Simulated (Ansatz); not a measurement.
Born–Oppenheimer molecular dynamics of a periodic cell of 16 atoms, Li (start crystal Li, start structure bcc, volume 1.1 times the crystal's). It goes on from the last frame of an earlier run, with new velocities.

All numbers below come from Ansatz, DFT PBE, scalar-relativistic, plane waves, PAW. Settings: accuracy low, cutoff 420 eV, k mesh 2x2x2, fermi-dirac smearing 0.11 eV, no spin polarisation.

```
ensemble        : NVT, Nosé–Hoover chain
time step       : 1 fs
steps asked     : 300
set temperature : 780 K
thermostat      : time constant 100 fs, chain length 1
seed            : 936007
```

Frames 5 fs apart, positions in Å, forces in eV/Å.

Velocities at 150.0 fs (Å/ps):

```
Li 7.51 -7.32 9.12
Li 8.52 5.22 -6.61
Li -3.99 5.82 -0.42
Li -13.15 -16.20 4.99
Li -11.30 -12.04 -4.03
Li 3.85 -6.53 17.32
Li -4.73 6.34 -6.12
Li 12.24 5.58 -0.64
Li 6.74 -2.92 8.47
Li 12.34 3.80 -4.54
Li 7.23 4.68 4.85
Li 7.00 4.21 18.96
Li 9.94 4.73 -3.94
Li -28.45 7.03 -7.47
Li -7.40 -3.82 1.40
Li -6.34 1.42 -31.32
```

```xyz
16
Lattice="7.2053 0.0000 0.0000 0.0000 7.2053 0.0000 0.0000 0.0000 7.2053" Properties=species:S:1:pos:R:3:forces:R:3 time_fs=150.0 energy_less_start_eV=-1.281 T=882
Li -0.401 -2.061 2.261 -0.23 0.14 -0.09
Li 2.618 1.335 -0.795 0.03 0.30 -0.16
Li -2.793 3.702 -2.525 0.19 -0.18 -0.50
Li -0.057 -1.635 6.480 -0.52 0.21 -0.31
Li 3.082 2.175 2.688 -0.13 -0.01 -0.25
Li 1.490 4.095 0.488 0.22 -0.74 0.40
Li 5.053 -0.612 3.951 0.09 0.24 0.29
Li 6.063 2.021 2.285 0.05 0.05 0.29
Li 0.740 3.882 4.367 0.16 -0.29 0.13
Li 5.008 7.855 -0.168 0.20 -0.41 -0.03
Li 0.591 0.436 8.151 0.28 -0.08 0.28
Li 2.982 5.307 5.941 -0.09 0.54 -0.02
Li 5.572 3.230 -0.320 0.20 0.22 0.36
Li 7.413 0.742 5.386 -0.30 0.44 -0.42
Li 2.073 6.816 3.661 -0.15 -0.22 -0.09
Li 3.798 5.944 1.379 -0.02 -0.20 0.10
16
Lattice="7.2053 0.0000 0.0000 0.0000 7.2053 0.0000 0.0000 0.0000 7.2053" Properties=species:S:1:pos:R:3:forces:R:3 time_fs=155.0 energy_less_start_eV=-1.429 T=928
Li -0.368 -2.094 2.305 -0.27 0.20 -0.10
Li 2.660 1.365 -0.831 -0.07 0.26 -0.19
Li -2.809 3.728 -2.536 0.17 -0.19 -0.48
Li -0.130 -1.711 6.500 -0.34 0.40 -0.27
Li 3.025 2.116 2.664 -0.03 0.02 -0.21
Li 1.513 4.050 0.580 0.16 -0.66 0.28
Li 5.031 -0.577 3.925 0.03 0.19 0.21
Li 6.124 2.050 2.287 -0.01 0.06 0.28
Li 0.776 3.862 4.412 0.18 -0.31 0.13
Li 5.072 7.867 -0.191 0.09 -0.36 0.05
Li 0.631 0.458 8.179 0.27 -0.15 0.13
Li 3.014 5.337 6.034 -0.18 0.45 -0.24
Li 5.624 3.256 -0.333 0.10 0.10 0.35
Li 7.268 0.784 5.343 -0.04 0.36 -0.33
Li 2.034 6.793 3.666 -0.13 -0.24 -0.05
Li 3.767 5.948 1.227 0.09 -0.11 0.42
16
Lattice="7.2053 0.0000 0.0000 0.0000 7.2053 0.0000 0.0000 0.0000 7.2053" Properties=species:S:1:pos:R:3:forces:R:3 time_fs=160.0 energy_less_start_eV=-1.457 T=909
Li -0.345 -2.120 2.345 -0.30 0.23 -0.10
Li 2.699 1.405 -0.873 -0.13 0.21 -0.19
Li -2.820 3.747 -2.563 0.15 -0.17 -0.41
Li -0.214 -1.772 6.510 -0.13 0.56 -0.23
Li 2.967 2.057 2.633 0.06 0.03 -0.15
Li 1.541 3.983 0.680 0.09 -0.53 0.14
Li 5.011 -0.535 3.907 -0.03 0.12 0.14
Li 6.184 2.080 2.298 -0.05 0.06 0.26
Li 0.818 3.832 4.460 0.18 -0.30 0.11
Li 5.138 7.866 -0.211 -0.05 -0.30 0.17
Li 0.680 0.473 8.211 0.23 -0.20 -0.02
Li 3.040 5.381 6.116 -0.29 0.28 -0.57
Li 5.678 3.286 -0.334 -0.05 -0.06 0.33
Li 7.124 0.838 5.288 0.22 0.31 -0.29
Li 1.991 6.762 3.670 -0.11 -0.23 0.00
Li 3.739 5.949 1.093 0.21 0.00 0.81
16
Lattice="7.2053 0.0000 0.0000 0.0000 7.2053 0.0000 0.0000 0.0000 7.2053" Properties=species:S:1:pos:R:3:forces:R:3 time_fs=165.0 energy_less_start_eV=-1.370 T=833
Li -0.333 -2.138 2.380 -0.30 0.25 -0.09
Li 2.733 1.450 -0.920 -0.13 0.16 -0.18
Li -2.825 3.759 -2.603 0.14 -0.14 -0.33
Li -0.300 -1.812 6.511 0.09 0.70 -0.21
Li 2.912 2.001 2.598 0.16 0.02 -0.07
Li 1.571 3.900 0.783 0.01 -0.36 -0.01
Li 4.989 -0.491 3.894 -0.10 0.06 0.08
Li 6.241 2.112 2.318 -0.08 0.04 0.22
Li 0.865 3.793 4.511 0.17 -0.27 0.08
Li 5.201 7.855 -0.225 -0.18 -0.24 0.30
Li 0.736 0.482 8.242 0.16 -0.24 -0.15
Li 3.056 5.434 6.178 -0.41 0.10 -0.92
Li 5.730 3.312 -0.323 -0.21 -0.24 0.31
Li 6.990 0.901 5.225 0.43 0.28 -0.29
Li 1.945 6.724 3.674 -0.10 -0.21 0.04
Li 3.719 5.949 0.989 0.34 0.09 1.20
16
Lattice="7.2053 0.0000 0.0000 0.0000 7.2053 0.0000 0.0000 0.0000 7.2053" Properties=species:S:1:pos:R:3:forces:R:3 time_fs=170.0 energy_less_start_eV=-1.262 T=748
Li -0.331 -2.147 2.412 -0.29 0.25 -0.09
Li 2.762 1.501 -0.973 -0.11 0.10 -0.14
Li -2.825 3.767 -2.654 0.13 -0.11 -0.24
Li -0.383 -1.827 6.506 0.25 0.79 -0.22
Li 2.864 1.946 2.561 0.27 -0.02 0.03
Li 1.601 3.805 0.885 -0.05 -0.15 -0.15
Li 4.965 -0.445 3.885 -0.16 0.00 0.03
Li 6.295 2.145 2.345 -0.09 0.01 0.17
Li 0.918 3.744 4.563 0.14 -0.21 0.05
Li 5.256 7.835 -0.228 -0.26 -0.17 0.41
Li 0.797 0.483 8.267 0.08 -0.25 -0.24
Li 3.057 5.490 6.206 -0.49 -0.05 -1.15
Li 5.774 3.330 -0.302 -0.33 -0.39 0.29
Li 6.873 0.974 5.153 0.58 0.27 -0.28
Li 1.897 6.679 3.679 -0.09 -0.17 0.07
Li 3.711 5.952 0.927 0.42 0.12 1.46
16
Lattice="7.2053 0.0000 0.0000 0.0000 7.2053 0.0000 0.0000 0.0000 7.2053" Properties=species:S:1:pos:R:3:forces:R:3 time_fs=175.0 energy_less_start_eV=-1.248 T=715
Li -0.339 -2.147 2.440 -0.26 0.24 -0.08
Li 2.787 1.554 -1.030 -0.07 0.03 -0.10
Li -2.820 3.770 -2.713 0.13 -0.08 -0.17
Li -0.455 -1.816 6.493 0.35 0.78 -0.26
Li 2.825 1.892 2.526 0.39 -0.08 0.17
Li 1.629 3.707 0.979 -0.11 0.08 -0.27
Li 4.936 -0.400 3.877 -0.21 -0.05 -0.01
Li 6.344 2.177 2.377 -0.10 -0.04 0.10
Li 0.974 3.690 4.617 0.09 -0.14 0.00
Li 5.302 7.810 -0.217 -0.29 -0.10 0.45
Li 0.859 0.474 8.283 -0.02 -0.26 -0.32
Li 3.042 5.543 6.196 -0.49 -0.11 -1.12
Li 5.806 3.335 -0.272 -0.38 -0.46 0.26
Li 6.778 1.054 5.072 0.63 0.24 -0.21
Li 1.846 6.630 3.687 -0.07 -0.11 0.09
Li 3.718 5.959 0.917 0.41 0.07 1.49
16
Lattice="7.2053 0.0000 0.0000 0.0000 7.2053 0.0000 0.0000 0.0000 7.2053" Properties=species:S:1:pos:R:3:forces:R:3 time_fs=180.0 energy_less_start_eV=-1.347 T=740
Li -0.356 -2.139 2.465 -0.24 0.21 -0.08
Li 2.808 1.607 -1.089 -0.02 -0.05 -0.05
Li -2.811 3.771 -2.776 0.13 -0.05 -0.13
Li -0.514 -1.778 6.471 0.38 0.64 -0.31
Li 2.801 1.835 2.497 0.50 -0.14 0.30
Li 1.653 3.613 1.062 -0.16 0.30 -0.37
Li 4.900 -0.358 3.868 -0.23 -0.08 -0.02
Li 6.389 2.208 2.412 -0.10 -0.08 0.01
Li 1.032 3.631 4.669 0.02 -0.05 -0.05
Li 5.337 7.782 -0.191 -0.27 -0.01 0.42
Li 0.919 0.457 8.288 -0.12 -0.26 -0.37
Li 3.010 5.592 6.147 -0.38 -0.10 -0.83
Li 5.825 3.324 -0.233 -0.37 -0.42 0.21
Li 6.707 1.141 4.987 0.60 0.18 -0.08
Li 1.793 6.578 3.697 -0.06 -0.04 0.08
Li 3.738 5.968 0.957 0.31 -0.03 1.26
16
Lattice="7.2053 0.0000 0.0000 0.0000 7.2053 0.0000 0.0000 0.0000 7.2053" Properties=species:S:1:pos:R:3:forces:R:3 time_fs=185.0 energy_less_start_eV=-1.474 T=778
Li -0.380 -2.124 2.487 -0.22 0.18 -0.09
Li 2.829 1.657 -1.148 0.04 -0.14 0.01
Li -2.798 3.770 -2.843 0.11 -0.02 -0.09
Li -0.559 -1.720 6.439 0.38 0.41 -0.34
Li 2.795 1.775 2.478 0.59 -0.20 0.42
Li 1.671 3.531 1.132 -0.19 0.48 -0.43
Li 4.857 -0.319 3.859 -0.22 -0.08 -0.01
Li 6.430 2.235 2.447 -0.10 -0.12 -0.11
Li 1.089 3.573 4.719 -0.05 0.06 -0.11
Li 5.362 7.755 -0.151 -0.25 0.09 0.35
Li 0.974 0.431 8.281 -0.21 -0.25 -0.39
Li 2.967 5.636 6.071 -0.21 -0.07 -0.40
Li 5.830 3.299 -0.188 -0.32 -0.29 0.15
Li 6.657 1.232 4.900 0.53 0.07 0.11
Li 1.740 6.526 3.710 -0.07 0.05 0.04
Li 3.769 5.976 1.039 0.17 -0.15 0.91
16
Lattice="7.2053 0.0000 0.0000 0.0000 7.2053 0.0000 0.0000 0.0000 7.2053" Properties=species:S:1:pos:R:3:forces:R:3 time_fs=190.0 energy_less_start_eV=-1.540 T=784
Li -0.412 -2.104 2.505 -0.20 0.14 -0.10
Li 2.851 1.701 -1.206 0.11 -0.24 0.07
Li -2.781 3.768 -2.911 0.08 0.01 -0.07
Li -0.590 -1.648 6.396 0.36 0.14 -0.37
Li 2.808 1.709 2.475 0.62 -0.21 0.48
Li 1.682 3.467 1.185 -0.20 0.58 -0.44
Li 4.808 -0.283 3.850 -0.17 -0.06 0.03
Li 6.467 2.257 2.477 -0.10 -0.14 -0.25
Li 1.144 3.517 4.764 -0.12 0.17 -0.18
Li 5.378 7.730 -0.100 -0.25 0.19 0.28
Li 1.021 0.397 8.260 -0.25 -0.22 -0.38
Li 2.916 5.677 5.983 -0.02 -0.05 0.01
Li 5.825 3.264 -0.138 -0.26 -0.12 0.07
Li 6.625 1.324 4.818 0.43 -0.09 0.32
Li 1.685 6.476 3.724 -0.08 0.13 -0.04
Li 3.804 5.978 1.152 0.03 -0.24 0.56
16
Lattice="7.2053 0.0000 0.0000 0.0000 7.2053 0.0000 0.0000 0.0000 7.2053" Properties=species:S:1:pos:R:3:forces:R:3 time_fs=195.0 energy_less_start_eV=-1.528 T=750
Li -0.450 -2.078 2.519 -0.18 0.11 -0.11
Li 2.876 1.736 -1.261 0.18 -0.33 0.13
Li -2.762 3.767 -2.981 0.04 0.05 -0.04
Li -0.608 -1.572 6.340 0.34 -0.09 -0.38
Li 2.843 1.637 2.488 0.56 -0.16 0.45
Li 1.686 3.424 1.223 -0.17 0.60 -0.41
Li 4.753 -0.250 3.842 -0.08 -0.02 0.11
Li 6.500 2.275 2.497 -0.09 -0.15 -0.39
Li 1.194 3.468 4.801 -0.18 0.28 -0.23
Li 5.385 7.713 -0.040 -0.26 0.25 0.25
Li 1.059 0.357 8.226 -0.25 -0.17 -0.35
Li 2.866 5.715 5.896 0.14 -0.06 0.32
Li 5.811 3.226 -0.087 -0.21 0.06 -0.01
Li 6.610 1.411 4.749 0.32 -0.26 0.52
Li 1.628 6.431 3.736 -0.10 0.21 -0.13
Li 3.840 5.973 1.282 -0.08 -0.31 0.26
16
Lattice="7.2053 0.0000 0.0000 0.0000 7.2053 0.0000 0.0000 0.0000 7.2053" Properties=species:S:1:pos:R:3:forces:R:3 time_fs=200.0 energy_less_start_eV=-1.471 T=696
Li -0.494 -2.050 2.530 -0.15 0.07 -0.13
Li 2.907 1.760 -1.310 0.24 -0.40 0.18
Li -2.741 3.767 -3.051 0.00 0.07 -0.01
Li -0.615 -1.501 6.273 0.29 -0.26 -0.38
Li 2.896 1.562 2.516 0.43 -0.06 0.36
Li 1.685 3.402 1.246 -0.11 0.55 -0.34
Li 4.698 -0.219 3.838 0.05 0.02 0.22
Li 6.529 2.287 2.504 -0.08 -0.16 -0.49
Li 1.237 3.430 4.831 -0.22 0.37 -0.27
Li 5.384 7.704 0.028 -0.27 0.24 0.23
Li 1.087 0.311 8.181 -0.21 -0.10 -0.30
Li 2.821 5.751 5.822 0.27 -0.07 0.53
Li 5.790 3.190 -0.037 -0.18 0.21 -0.08
Li 6.605 1.488 4.699 0.21 -0.41 0.68
Li 1.569 6.394 3.744 -0.11 0.28 -0.21
Li 3.873 5.957 1.418 -0.16 -0.36 0.02
16
Lattice="7.2053 0.0000 0.0000 0.0000 7.2053 0.0000 0.0000 0.0000 7.2053" Properties=species:S:1:pos:R:3:forces:R:3 time_fs=205.0 energy_less_start_eV=-1.417 T=644
Li -0.542 -2.019 2.535 -0.12 0.03 -0.14
Li 2.946 1.769 -1.353 0.28 -0.43 0.21
Li -2.721 3.770 -3.120 -0.05 0.08 0.03
Li -0.611 -1.440 6.194 0.22 -0.33 -0.35
Li 2.963 1.485 2.556 0.25 0.10 0.21
Li 1.679 3.399 1.257 -0.04 0.46 -0.28
Li 4.645 -0.187 3.842 0.21 0.03 0.35
Li 6.555 2.293 2.494 -0.07 -0.19 -0.51
Li 1.272 3.405 4.850 -0.24 0.44 -0.29
Li 5.373 7.704 0.102 -0.27 0.18 0.23
Li 1.108 0.263 8.127 -0.15 -0.03 -0.23
Li 2.787 5.783 5.766 0.36 -0.09 0.62
Li 5.763 3.163 0.009 -0.16 0.33 -0.15
Li 6.607 1.549 4.674 0.11 -0.50 0.76
Li 1.507 6.368 3.744 -0.10 0.32 -0.27
Li 3.900 5.929 1.553 -0.24 -0.40 -0.18
```

Of the whole run (300 fs, mean temperature of the second half 746 K): The conserved energy stayed within 0.069 meV per atom of its start (net change -0.068 meV per atom), so the integration is sound. A run of 0.3 ps of so small a system gives no equilibrium averages. Limits of this set-up: coarse k mesh, low accuracy level.

Time of the run: 12 min on 1 thread of AMD EPYC 7B13 (Zen 3) (shared host), peak memory 0.6 GiB.
